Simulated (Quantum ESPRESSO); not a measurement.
# Al (Fm-3m) in Quantum ESPRESSO: notebook, part 2 of 2

Quantum ESPRESSO 7.5. The steps go on from the part before.

## 3. Phonons, PBE

Contents of pw.in:

```
&CONTROL
  calculation = 'scf'
  prefix = 'pwscf'
  outdir = './tmp'
  pseudo_dir = './pseudo'
  tprnfor = .true.
  tstress = .true.
  disk_io = 'low'
/
&SYSTEM
  ibrav = 0
  nat = 1
  ntyp = 1
  ecutwfc = 45
  ecutrho = 360
  nbnd = 6
  occupations = 'smearing'
  smearing = 'mv'
  degauss = 0.01469973
/
&ELECTRONS
  conv_thr = 2d-10
  electron_maxstep = 120
  mixing_beta = 0.5
/
ATOMIC_SPECIES
Al    26.9815 al_pbe_v1.uspp.F.UPF
CELL_PARAMETERS angstrom
   0.0000000000    2.0248050000    2.0248050000
   2.0248050000    0.0000000000    2.0248050000
   2.0248050000    2.0248050000    0.0000000000
ATOMIC_POSITIONS crystal
Al     0.0000000000    0.0000000000    0.0000000000
K_POINTS automatic
11 11 11 0 0 0
```

Contents of scf2.in:

```
&CONTROL
  calculation = 'scf'
  prefix = 'pwscf'
  outdir = './tmp'
  pseudo_dir = './pseudo'
  tprnfor = .true.
  tstress = .true.
  disk_io = 'low'
/
&SYSTEM
  ibrav = 0
  nat = 1
  ntyp = 1
  ecutwfc = 45
  ecutrho = 360
  nbnd = 6
  occupations = 'smearing'
  smearing = 'mv'
  degauss = 0.01469973
/
&ELECTRONS
  conv_thr = 1d-13
  electron_maxstep = 120
  mixing_beta = 0.5
  startingpot = 'file'
  startingwfc = 'file'
/
ATOMIC_SPECIES
Al    26.9815 al_pbe_v1.uspp.F.UPF
CELL_PARAMETERS angstrom
   0.0000000000    2.0248050000    2.0248050000
   2.0248050000    0.0000000000    2.0248050000
   2.0248050000    2.0248050000    0.0000000000
ATOMIC_POSITIONS crystal
Al     0.0000000000    0.0000000000    0.0000000000
K_POINTS automatic
11 11 11 0 0 0
```

Contents of ph.in:

```
phonons of Al
&INPUTPH
  prefix = 'pwscf'
  outdir = './tmp'
  tr2_ph = 1d-18
  fildyn = 'dyn'
  niter_ph = 90
  alpha_mix(1) = 0.4
/
0.1767766953 0.7071067812 0.1767766953
```

Potentials or basis: GBRV 1.5 PBE.

Launch:

```
$ OMP_NUM_THREADS=1 pw.x -in pw.in > pw.out
$ OMP_NUM_THREADS=1 pw.x -in scf2.in > scf2.out
$ OMP_NUM_THREADS=1 ph.x -in ph.in > ph.out
```

pw.out:

```text
This program is part of the open-source Quantum ESPRESSO suite
     for quantum simulation of materials; please cite
[... 9 lines left out ...]
     --------------------
     sticks:   dense  smooth     PW     G-vecs:    dense   smooth      PW
     Sum         733     367    121                12939     4621     893

     Using Slab Decomposition

     bravais-lattice index     =            0
     lattice parameter (alat)  =       5.4112  a.u.
     unit-cell volume          =     112.0408 (a.u.)^3
     number of atoms/cell      =            1
     number of atomic types    =            1
     number of electrons       =         3.00
     number of Kohn-Sham states=            6
     kinetic-energy cutoff     =      45.0000  Ry
     charge density cutoff     =     360.0000  Ry
     scf convergence threshold =      2.0E-10
     mixing beta               =       0.5000
     number of iterations used =            8  plain     mixing
     Exchange-correlation= SLA  PW   PBE  PBE
                           (   1   4   3   4   0   0   0)

     celldm(1)=   5.411243  celldm(2)=   0.000000  celldm(3)=   0.000000
     celldm(4)=   0.000000  celldm(5)=   0.000000  celldm(6)=   0.000000

     crystal axes: (cart. coord. in units of alat)
               a(1) = (   0.000000   0.707107   0.707107 )
               a(2) = (   0.707107   0.000000   0.707107 )
               a(3) = (   0.707107   0.707107   0.000000 )

     reciprocal axes: (cart. coord. in units 2 pi/alat)
               b(1) = ( -0.707107  0.707107  0.707107 )
               b(2) = (  0.707107 -0.707107  0.707107 )
               b(3) = (  0.707107  0.707107 -0.707107 )

     PseudoPot. # 1 for Al read from file:
     al_pbe_v1.uspp.F.UPF
     Pseudo is Ultrasoft + core correction, Zval =  3.0
     Generated by new atomic code, or converted to UPF format
     Using radial grid of  893 points,  3 beta functions with:
                l(1) =   0
                l(2) =   1
                l(3) =   2
     Q(r) pseudized with  8 coefficients,  rinner =    0.900   0.900   0.900
                                                       0.900   0.900

     atomic species   valence    mass     pseudopotential
     Al                3.00    26.98150     Al( 1.00)

     48 Sym. Ops., with inversion, found

   Cartesian axes

     site n.     atom                  positions (alat units)
         1        Al     tau(   1) = (   0.0000000   0.0000000   0.0000000  )

     number of k points=    56  Marzari-Vanderbilt smearing, width (Ry)=  0.0147
                       cart. coord. in units 2pi/alat
        k(    1) = (   0.0000000   0.0000000   0.0000000), wk =   0.0015026
        k(    2) = (   0.0642824   0.0642824  -0.0642824), wk =   0.0120210
        k(    3) = (   0.1285649   0.1285649  -0.1285649), wk =   0.0120210
        k(    4) = (   0.1928473   0.1928473  -0.1928473), wk =   0.0120210
        k(    5) = (   0.2571297   0.2571297  -0.2571297), wk =   0.0120210
        k(    6) = (   0.3214122   0.3214122  -0.3214122), wk =   0.0120210
[... 48 lines left out ...]
        k(   55) = (  -0.0642824  -0.4499770   0.7071068), wk =   0.0360631
        k(   56) = (   0.0000000  -0.3856946   0.6428243), wk =   0.0360631

     Dense  grid:    12939 G-vectors     FFT dimensions: (  36,  36,  36)

     Smooth grid:     4621 G-vectors     FFT dimensions: (  24,  24,  24)

     Initial potential from superposition of free atoms

     starting charge       2.9975, renormalised to       3.0000
     Starting wfcs are    4 randomized atomic wfcs +    2 random wfcs

     Self-consistent Calculation

     iteration #  1     ecut=    45.00 Ry     beta= 0.50
     Davidson diagonalization with overlap
     ethr =  1.00E-02,  avg # of iterations =  5.6

     Threshold (ethr) on eigenvalues was too large:
     Diagonalizing with lowered threshold

     Davidson diagonalization with overlap
     ethr =  2.03E-04,  avg # of iterations =  2.0

     total energy              =      -6.70860339 Ry
     estimated scf accuracy    <       0.00610189 Ry

     iteration #  2     ecut=    45.00 Ry     beta= 0.50
     Davidson diagonalization with overlap
     ethr =  2.03E-04,  avg # of iterations =  1.0

     total energy              =      -6.70823751 Ry
     estimated scf accuracy    <       0.00129165 Ry

     iteration #  3     ecut=    45.00 Ry     beta= 0.50
     Davidson diagonalization with overlap
     ethr =  4.31E-05,  avg # of iterations =  1.3

     total energy              =      -6.70828448 Ry
     estimated scf accuracy    <       0.00000353 Ry
[... 5 lines left out ...]
     total energy              =      -6.70828512 Ry
     estimated scf accuracy    <       0.00000003 Ry

     iteration #  5     ecut=    45.00 Ry     beta= 0.50
     Davidson diagonalization with overlap
     ethr =  8.36E-10,  avg # of iterations =  1.6

     total energy              =      -6.70828513 Ry
     estimated scf accuracy    <          1.5E-09 Ry

     iteration #  6     ecut=    45.00 Ry     beta= 0.50
     Davidson diagonalization with overlap
     ethr =  5.11E-11,  avg # of iterations =  1.1

     End of self-consistent calculation

          k = 0.0000 0.0000 0.0000 (   537 PWs)   bands (ev):

    -3.2827  20.4222  20.4222  21.6677  21.6677  21.6677

          k = 0.0643 0.0643-0.0643 (   555 PWs)   bands (ev):

    -3.0589  17.4808  19.7342  19.7342  22.4022  22.6797

          k = 0.1286 0.1286-0.1286 (   567 PWs)   bands (ev):

    -2.3891  13.8574  18.9926  18.9926  22.1854  23.5174

          k = 0.1928 0.1928-0.1928 (   573 PWs)   bands (ev):

    -1.2787  10.4437  18.5823  18.5823  21.9788  22.0476

          k = 0.2571 0.2571-0.2571 (   580 PWs)   bands (ev):
[... 195 lines left out ...]
          k =-0.1286-0.3857 0.6428 (   566 PWs)   bands (ev):

     4.4864   6.7631  10.0918  10.9717  21.8305  22.7193

          k =-0.0643-0.4500 0.7071 (   568 PWs)   bands (ev):

     5.0680   8.3661   8.4221   9.9305  20.4288  22.0034

          k = 0.0000-0.3857 0.6428 (   578 PWs)   bands (ev):

     6.4562   6.7079   8.1170   9.9747  21.6305  24.3631

     the Fermi energy is     7.8546 ev

!    total energy              =      -6.70828513 Ry
     estimated scf accuracy    <          2.6E-11 Ry
     smearing contrib. (-TS)   =       0.00002450 Ry
     internal energy E=F+TS    =      -6.70830963 Ry

     The total energy is F=E-TS. E is the sum of the following terms:
     one-electron contribution =       2.96563975 Ry
     hartree contribution      =       0.00824474 Ry
     xc contribution           =      -4.29010927 Ry
     ewald contribution        =      -5.39208485 Ry

     convergence has been achieved in   6 iterations

     Forces acting on atoms (cartesian axes, Ry/au):

     atom    1 type  1   force =     0.00000000    0.00000000    0.00000000

     Total force =     0.000000     Total SCF correction =     0.000000

     Computing stress (Cartesian axis) and pressure

          total   stress  (Ry/bohr**3)                   (kbar)     P=       -3.89
  -0.00002647   0.00000000   0.00000000           -3.89        0.00        0.00
   0.00000000  -0.00002647  -0.00000000            0.00       -3.89       -0.00
  -0.00000000   0.00000000  -0.00002647           -0.00        0.00       -3.89

=------------------------------------------------------------------------------=
   JOB DONE.
=------------------------------------------------------------------------------=
```

ph.out:

```text
This program is part of the open-source Quantum ESPRESSO suite
     for quantum simulation of materials; please cite
         "P. Giannozzi et al., J. Phys.:Condens. Matter 21 395502 (2009);
         "P. Giannozzi et al., J. Phys.:Condens. Matter 29 465901 (2017);
         "P. Giannozzi et al., J. Chem. Phys. 152 154105 (2020);
     in publications or presentations arising from this work. More details at

     IMPORTANT: XC functional enforced from input :
[... 304 lines left out ...]
     freq (   3-   3) =        281.7  [cm-1]   --> B_2  D_4  S_4

     INITIALIZATION:

     DYNAMICAL MATRIX:

      Additional routines

=------------------------------------------------------------------------------=
   JOB DONE.
=------------------------------------------------------------------------------=
```

It took 69 s on 1 thread of Arm Neoverse V1, shared host; peak memory 0.1 GiB.

Results:

```yaml
Free_energy: -91.2709 eV
Pressure_after_relaxing: -0.4 GPa
Band_gap_on_the_k_mesh: none (metal or under the smearing width)
Highest_phonon_frequency_at_the_q_point_run: 282 cm⁻¹
```

Levels at points of the mesh, in eV from the Fermi level:
```csv
k point,band 1,band 2,band 3,band 4,band 5,band 6
"(0.00, 0.00, 0.00)",-11.14,12.57,12.57,13.81,13.81,13.81
```

Phonon frequencies in cm⁻¹ (negative: imaginary):
| q point | frequencies |
| --- | --- |
| (0.625, 0.250, 0.625) | 174 257 282 |

Phonon modes at q = (0.625, 0.250, 0.625) in reciprocal lattice units:
```tsv
mode	symmetry	cm⁻¹
1	B_1	174
2	A_1	257
3	B_2	282
```

Caveat: the q point doesn't lie on the k mesh, which can shift a metal's frequencies strongly unless the mesh is converged.
